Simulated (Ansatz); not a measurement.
The system is TiNi.

```
CELL_PARAMETERS angstrom
2.73580 0.00000 0.00000
0.00000 2.73580 0.00000
0.00000 0.00000 3.58141
ATOMIC_POSITIONS crystal
Ni 0.00000 0.00000 0.00000
Ti 0.50000 0.50000 0.50000
```

The cell comes from a database or a generator and needn't be the stable form of this composition.

```yaml
Program: Ansatz 0.2.0
Task: relaxation of cell and atoms
Functional: PBEsol
Potentials_or_basis: all-electron LAPW, scalar-relativistic
Basis_error_allowed: 0.001 eV/atom
k_mesh: 10 × 10 × 8
Occupations: fermi-dirac, width 0.05 eV
Spin: collinear spin, ferromagnetic start
Starting_moments: "[1.0, 1.0] μB"
```

At the start: volume 13.40 Å³/atom.

**Question.** How do energy, volume and symmetry change on relaxing?

**Answer.** Over 7 steps the energy falls by 12.7 meV/atom and the volume is 12.96 Å³/atom (-3.3 %); space group P4/mmm (No. 123, to 0.05 Å); moment 0.00 μB per cell.

Step by step:
```tsv
step	energy change (eV)	largest force (eV/Å)	volume (Å³)
1	0.0000	0.0000	26.81
2	-0.0228	0.0000	25.82
3	-0.0235	0.0000	25.79
4	-0.0251	0.0000	25.84
5	-0.0253	0.0000	25.90
6	-0.0253	0.0000	25.92
7	-0.0254	0.0000	25.92
```

Final structure:
```
Ni Ti
1.0
     2.75895    0.00000    0.00000
     0.00000    2.75895    0.00000
     0.00000    0.00000    3.40532
Ni Ti
1 1
Direct
  0.00000 0.00000 0.00000
  0.50000 0.50000 0.50000
```

Caveat: the starting moments weren't kept.
